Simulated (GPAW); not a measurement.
## HgS (Cinnabar): one start, several treatments of the self-energy

Wanted: the gap of HgS (Cinnabar) under several approximations, with cost.

Main program and level: GPAW 26.7.0; PBE and many-body steps on it, plane waves.

## Step 1: The starting structure

Symmetry: P3_221, No. 154, trigonal system. The conventional cell has a = 4.145 Å, b = 4.145 Å, c = 9.496 Å, α = 90.00°, β = 90.00°, γ = 120.00°. Hg has 2 S at 2.37 Å nearest. S has 2 Hg at 2.37 Å nearest. Farther neighbours and most contacts between anions are not listed.

Structure file:

```cif
data_structure
_symmetry_space_group_name_H-M 'P3_221'
_symmetry_Int_Tables_number 154
_cell_length_a 4.1450
_cell_length_b 4.1450
_cell_length_c 9.4960
_cell_angle_alpha 90.000
_cell_angle_beta 90.000
_cell_angle_gamma 120.000
_cell_volume 141.29
loop_
_atom_site_label
_atom_site_type_symbol
_atom_site_symmetry_multiplicity
_atom_site_Wyckoff_symbol
_atom_site_fract_x
_atom_site_fract_y
_atom_site_fract_z
_atom_site_occupancy
Hg1 Hg 3 a 0.71980 0.00000 0.66667 1
S1 S 3 b 0.48890 0.00000 0.16667 1
```

The cell and positions come from the Crystallography Open Database and are kept as given unless a step says otherwise. Spin-orbit coupling is left out unless a step names it.

## Step 2: Empty states on the mesh, 3×3×2 mesh, 123 bands

This step: GPAW 26.7.0; DFT, PBE, plane waves, PAW.

The sums over transitions need many empty states on a uniform mesh; this step solves for them.

File run.py:

```python
import json
import numpy as np
from gpaw.mpi import world
from gpaw import GPAW

calc = GPAW('gs.gpw').fixed_density(kpts={'size': (3, 3, 2), 'gamma': True},
    nbands=143,
    convergence={'bands': 123},
    txt='nscf.txt')
calc.write('full.gpw', mode='all')
res = {}
kpts = calc.get_ibz_k_points()
res['kpts'] = kpts
res['eigenvalues'] = [calc.get_eigenvalues(kpt=k) for k in range(len(kpts))]
res['n_electrons'] = calc.get_number_of_electrons()

if world.rank == 0:
    with open('result.json', 'w') as f:
        json.dump(res, f, default=lambda x: x.tolist())
```

Started as:

```sh
$ mpirun -n 4 gpaw python run.py
```

Numbers of over 12 decimals in the logs are rounded to 6 here.

Output:

```text
Diagonalizing LCAO Hamiltonian
Converting LCAO to pw mode
convergence criteria:
- Maximum integral of absolute [eigenst]ate change: 4e-08 eV^2 / valence electron
maximum number of iterations: 100

SCF iterations
|iter     |     time |      energy | eigst |  dens |
|iter:   1|  |             | +3.53 |       |
|iter:   2|  |             | +2.26 |       |
|iter:   3|  |             | +1.15 |       |
[...]
|iter:  12|  |             | -6.75 |       |
|iter:  13|  |             | -7.33 |       |
|iter:  14|  |             | -7.78c|       |
SCF steps: 14
  __  _  _
 | _ |_)|_||  |
 |__||  | ||/\| - 26.7.0

Input parameters:
  mode=PW(ecut=450.000000),
  convergence={'bands': 123},
  gpts=array([21, 21, 48]),
  kpts=MonkhorstPack(size=(3, 3, 2), gamma=True),
  maxiter=100,
  nbands=143,
  occupations=Occupations(name='fermi-dirac', width=0.001, fixmagmom=False),
  parallel={},
  xc=XC(name='PBE')
# Writing to full.gpw (mode='all')
  [... matrices ...]

timing:  # [seconds]
  Total: 0.045  # ━━━━━━━━━━━━━━━━━━━━━━━━━━━━━━━━━━━━━━━━━━━━━━━━━━━━━━━━━━━
```

The job ended after 31 s (4 MPI ranks of Arm Neoverse V1, shared host; peak memory 0.92 GiB).

Numbers from this step:

```
gap                                                           : 1.470 eV
k of the valence top                                          : 0, 0, 0
k of the conduction bottom                                    : 0, 0, 0
least direct gap                                              : 1.470 eV
k points computed                                             : 8
lowest point of the top converged band, above the valence top : 36.53 eV
```

On this mesh the gap is 1.470 eV.

## Step 3: G0W0, Godby-Needs plasmon pole

Now the one-shot GW correction: screening in the RPA, then the self-energy of the levels asked for.

This step: G0W0 with a vertex from the rALDA kernel on PBE, plane waves, PAW.

File run.py:

```python
import json
import numpy as np
from gpaw.mpi import world
from gpaw.response.g0w0 import G0W0

gw = G0W0('full.gpw',
    filename='gw',
    kpts=[0],
    bands=(34, 38),
    ecut=50,
    nbands=113,
    integrate_gamma='WS',
    ppa=True,
    xc='rALDA',
    fxc_mode=None,
    fxc_modes=['GWP', 'GWS', 'GWG'],
    do_GW_too=True)
gw.calculate()
res = {mode: {k: v for k, v in r.items() if k != 'sigma_eskwn'}
       for mode, r in gw.all_results.items()}

if world.rank == 0:
    with open('result.json', 'w') as f:
        json.dump(res, f, default=lambda x: x.tolist())
```

Started as:

```sh
$ mpirun -n 4 gpaw python run.py
```

Output:

```text
Using integrator: PointIntegrator
FrequencyGridDescriptor(from 0.000+0.000j to 0.000+27.211j eV, 2 points)
Nonperiodic BCs:  [False False False]
Using integrator: PointIntegrator
FrequencyGridDescriptor(from 0.000+0.000j to 0.000+27.211j eV, 2 points)
Nonperiodic BCs:  [False False False]
  ___  _ _ _
 |   || | | |
 | | || | | |
 |__ ||_____|
 |___|

BZ k-points: Symmetries present (total): 2

  [... matrices ...]
18 k-points: 3 x 3 x 2 Monkhorst-Pack grid + [0.000000,0.000000,1/4]
8 k-points in the irreducible part of the Brillouin zone
       k-points in crystal coordinates                weights
   0:     0.00000000    0.00000000    0.00000000          1/18
   1:     0.00000000    0.00000000    0.50000000          1/18
   2:     0.33333333   -0.33333333    0.00000000          2/18
   3:     0.33333333   -0.33333333    0.50000000          2/18
   4:     0.33333333    0.00000000    0.00000000          4/18
   5:     0.33333333    0.00000000    0.50000000          4/18
   6:     0.33333333    0.33333333    0.00000000          2/18
   7:     0.33333333    0.33333333    0.50000000          2/18

Distributing spins, k-points and bands (1 x 1 x 4) over 4 processes
Number of blocks: 1

Quasi particle states:
k-points (IBZ indices): [0]
Band range: (34, 38)
  [... matrices ...]
Computational parameters:
Plane wave cut-off: 50 eV
Number of bands: 113
Coulomb cutoff: None
Broadening: 0.1 eV

fxc modes: GW, GWG, GWP, GWS
Kernel: rALDA
Using Godby-Needs plasmon-pole approximation:
  Fitting energy: i*E0, E0 = 1.000 Hartree
Summing all q:

Calculating screened Coulomb potential
No Coulomb truncation
FrequencyGridDescriptor(from 0.000+0.000j to 0.000+27.211j eV, 2 points)
Removing empty qpoint cache files...

Calculating chi0 body with:
    Ground state adapter containing:
    Number of spins: 1
    Number of kpoints: 18
    Number of irreducible kpoints: 8
    Number of completely occupied states: 36
    Number of partially occupied states: 36
    Occupied states memory: 11.6279296875 M / cpu

    Linear response parametrization:
    q_c: [0.0, 0.0, 0.0]
    Number of frequency points: 2
    Planewave cutoff: 50.0
    Number of bands: 113
    Number of planewaves: 113
    Broadening (eta): 1e-06
    comm.size: 4
    kncomm.size: 4
    blockcomm.size: 1

    Memory estimate of potentially large arrays:
        chi0_wGG: 0.389679 M / cpu
Integrating chi0 body.

Symmetries of q_c:
    Direct symmetries (Uq -> q): 2
    Indirect symmetries (TUq -> q): 2
In total 4 allowed symmetries.

  [... matrices ...]
8 groups of equivalent kpoints. 55.555556% reduction.

Integral kind: response function
Integrating chi0 head and wings.

Symmetries of q_c:
    Direct symmetries (Uq -> q): 2
    Indirect symmetries (TUq -> q): 2
In total 4 allowed symmetries.

  [... matrices ...]
8 groups of equivalent kpoints. 55.555556% reduction.

Integral kind: response function wings
Calculating rALDA kernel at 50.0 eV cutoff
q point 0 complete
q point 1 complete
q point 2 complete
q point 3 complete
q point 4 complete
q point 5 complete
q point 6 complete
q point 7 complete

Calculating chi0 body with:
    Ground state adapter containing:
    Number of spins: 1
    Number of kpoints: 18
[... the further q-points ...]

Results:
f:      Occupation numbers
eps:     KS-eigenvalues [eV]
vxc:     KS vxc [eV]
exx:     Exact exchange [eV]
sigma:   Self-energies [eV]
dsigma:  Self-energy derivatives
Z:       Renormalization factors
qp:      QP-energies [eV]

k-point 0 (0): (0.000, 0.000, 0.000)                GWP
band       f     eps     vxc     exx   sigma  dsigma       Z      qp
                                                                  GWP
  34   1.000   4.734 -17.884 -20.786   2.925  -0.289   0.776   4.752
  35   1.000   4.734 -17.884 -20.786   2.925  -0.289   0.776   4.753
  36   0.000   6.205 -18.389 -15.208  -2.201  -0.257   0.796   6.984
  37   0.000   8.138 -13.668  -9.554  -3.346  -0.243   0.804   8.755
                                                                  GWS
  34   1.000   4.734 -17.884 -20.786   2.910  -0.256   0.796   4.741
  35   1.000   4.734 -17.884 -20.786   2.910  -0.256   0.796   4.741
[...]
GWG
[...]
GW
[...]
35   1.000   4.734 -17.884 -20.786   2.887  -0.274   0.785   4.723
  36   0.000   6.205 -18.389 -15.208  -2.154  -0.244   0.804   7.030
  37   0.000   8.138 -13.668  -9.554  -3.251  -0.231   0.812   8.838
```

Wall time 2.3 min (4 MPI ranks); peak memory 4.3 GiB.

This step gave:

- gap with the vertex in the polarisability: 2.232 eV
- gap with the vertex in the self-energy: 2.392 eV
- gap with the vertex in both: 2.320 eV
- G0W0 gap on the points computed: 2.307 eV
- least direct G0W0 gap on the computed points: 2.307 eV
- Z at the valence top: 0.7847
- Z at the conduction bottom: 0.8037
- starting gap on the mesh: 1.470 eV
- k of the valence top: 0, 0, 0
- k of the conduction bottom: 0, 0, 0

The gap on the mesh goes from 1.47 eV to 2.31 eV, a correction of +0.84 eV.

## Step 4: G0W0 with rALDA vertex

run.py, as its differences from that of step 3:

```diff
@@ -9,4 +9,4 @@
     bands=(34, 38),
-    ecut=50,
-    nbands=113,
+    ecut=30,
+    nbands=52,
     integrate_gamma='WS',
@@ -14,5 +14,3 @@
     xc='rALDA',
-    fxc_mode=None,
-    fxc_modes=['GWP', 'GWS', 'GWG'],
-    do_GW_too=True)
+    fxc_mode='GWG')
 gw.calculate()
```

Started as:

```sh
$ mpirun -n 4 gpaw python run.py
```

Output:

```text
Using integrator: PointIntegrator
FrequencyGridDescriptor(from 0.000+0.000j to 0.000+27.211j eV, 2 points)
Nonperiodic BCs:  [False False False]
Using integrator: PointIntegrator
FrequencyGridDescriptor(from 0.000+0.000j to 0.000+27.211j eV, 2 points)
Nonperiodic BCs:  [False False False]
  ___  _ _ _
 |   || | | |
 | | || | | |
 |__ ||_____|
 |___|

BZ k-points: Symmetries present (total): 2

  [... matrices ...]
18 k-points: 3 x 3 x 2 Monkhorst-Pack grid + [0.000000,0.000000,1/4]
8 k-points in the irreducible part of the Brillouin zone
       k-points in crystal coordinates                weights
   0:     0.00000000    0.00000000    0.00000000          1/18
   1:     0.00000000    0.00000000    0.50000000          1/18
   2:     0.33333333   -0.33333333    0.00000000          2/18
[...]
6:     0.33333333    0.33333333    0.00000000          2/18
   7:     0.33333333    0.33333333    0.50000000          2/18

Distributing spins, k-points and bands (1 x 1 x 4) over 4 processes
Number of blocks: 1

Quasi particle states:
k-points (IBZ indices): [0]
Band range: (34, 38)
  [... matrices ...]
Computational parameters:
Plane wave cut-off: 30 eV
Number of bands: 52
Coulomb cutoff: None
Broadening: 0.1 eV

fxc modes: GWG
Kernel: rALDA
Using Godby-Needs plasmon-pole approximation:
  Fitting energy: i*E0, E0 = 1.000 Hartree
Summing all q:

Calculating screened Coulomb potential
No Coulomb truncation
FrequencyGridDescriptor(from 0.000+0.000j to 0.000+27.211j eV, 2 points)
Removing empty qpoint cache files...

Calculating chi0 body with:
    Ground state adapter containing:
    Number of spins: 1
    Number of kpoints: 18
    Number of irreducible kpoints: 8
    Number of completely occupied states: 36
    Number of partially occupied states: 36
    Occupied states memory: 11.6279296875 M / cpu

    Linear response parametrization:
    q_c: [0.0, 0.0, 0.0]
    Number of frequency points: 2
    Planewave cutoff: 30.0
    Number of bands: 52
    Number of planewaves: 51
    Broadening (eta): 1e-06
    comm.size: 4
    kncomm.size: 4
    blockcomm.size: 1

    Memory estimate of potentially large arrays:
        chi0_wGG: 0.079376 M / cpu
Integrating chi0 body.

Symmetries of q_c:
    Direct symmetries (Uq -> q): 2
    Indirect symmetries (TUq -> q): 2
In total 4 allowed symmetries.

  [... matrices ...]
8 groups of equivalent kpoints. 55.555556% reduction.

Integral kind: response function
Integrating chi0 head and wings.

Symmetries of q_c:
    Direct symmetries (Uq -> q): 2
    Indirect symmetries (TUq -> q): 2
In total 4 allowed symmetries.

  [... matrices ...]
8 groups of equivalent kpoints. 55.555556% reduction.

Integral kind: response function wings
Calculating rALDA kernel at 30.0 eV cutoff
q point 0 complete
q point 1 complete
q point 2 complete
[...]
q point 6 complete
q point 7 complete

Calculating chi0 body with:
    Ground state adapter containing:
    Number of spins: 1
    Number of kpoints: 18
[... the further q-points ...]

Results:
f:      Occupation numbers
eps:     KS-eigenvalues [eV]
vxc:     KS vxc [eV]
exx:     Exact exchange [eV]
sigma:   Self-energies [eV]
dsigma:  Self-energy derivatives
Z:       Renormalization factors
qp:      QP-energies [eV]

k-point 0 (0): (0.000, 0.000, 0.000)                GWG
band       f     eps     vxc     exx   sigma  dsigma       Z      qp
                                                                  GWG
  34   1.000   4.734 -17.884 -20.786   3.397  -0.276   0.784   5.122
  35   1.000   4.734 -17.884 -20.786   3.397  -0.276   0.784   5.122
  36   0.000   6.205 -18.389 -15.208  -1.576  -0.234   0.810   7.506
  37   0.000   8.138 -13.668  -9.554  -2.346  -0.216   0.823   9.592
```

Elapsed: 36 s, on 4 MPI ranks; peak memory 2.1 GiB.

Numbers from this step:

```yaml
quasiparticle_gap_on_the_points_computed: 2.384 eV
least_direct_quasiparticle_gap_on_the_computed_points: 2.384 eV
z_at_the_valence_top: 0.7835
z_at_the_conduction_bottom: 0.8104
starting_gap_on_the_mesh: 1.470 eV
k_of_the_valence_top: 0, 0, 0
k_of_the_conduction_bottom: 0, 0, 0
```

Against G0W0 in GPAW (3×3×2 mesh, 113 bands, screening to 50 eV, Godby-Needs plasmon pole), the gap moves by +0.076 eV.

## Step 5: The runs together

Times are wall times on 4 MPI ranks of Arm Neoverse V1, shared host, good to a factor of about two.

```tsv
run	mesh	bands	screening cutoff (eV)	DFT gap (eV)	gap on the mesh (eV)	direct (eV)	time
G0W0, Godby-Needs plasmon pole	3×3×2	113	50	1.470	2.307	2.307	2.3 min
G0W0 with rALDA vertex	3×3×2	52	30	1.470	2.384	2.384	36 s
```

## Step 6: What came out

- G0W0, Godby-Needs plasmon pole: 2.307 eV
- G0W0 with rALDA vertex: 2.384 eV
- known limits: not at the basis limit; no spin-orbit coupling; coarse k mesh

In words: G0W0 with rALDA vertex: +0.076 eV against G0W0, Godby-Needs plasmon pole, at other bands or cutoff, so not like for like. With the rALDA kernel as a vertex the gap is 2.23 eV (in the polarisability), 2.39 eV (in the self-energy) and 2.32 eV (in both), against 2.31 eV without. Bands and cutoff are finite, so the gap is not at the basis limit. The miss can reach some tenths of an eV and take either sign; the mesh is an error of its own. These stock PAW sets were not made for GW. In the G0W0 runs levels were corrected at 1 k point alone, so a gap called «on the mesh» is the least over those, and an edge elsewhere would be missed. The 3×3×2 mesh is coarse for this cell, which bears on the long-range parts of exchange and screening. Mesh or cutoff lie under what a gap needs, so these runs test behaviour and cost; their gaps are not to be quoted. The many-body steps are scalar-relativistic: spin-orbit coupling is not in them.

[Paths, hosts, dates, memory and timing lines, banners, echoed tables and standing remarks are left out of the program output.]

[Logs are printed without paths, hosts, clocks, repeated set-up lines and the standing remarks that a program may print on its own settings, such as how far it seeks lower states.]

[Runs of the session that timed out or met a known fault of the program may be left out.]

[Hosts, paths, dates, database ids (printed as entryN), source tags and the programs' standing remarks are cut or masked in the printed files.]
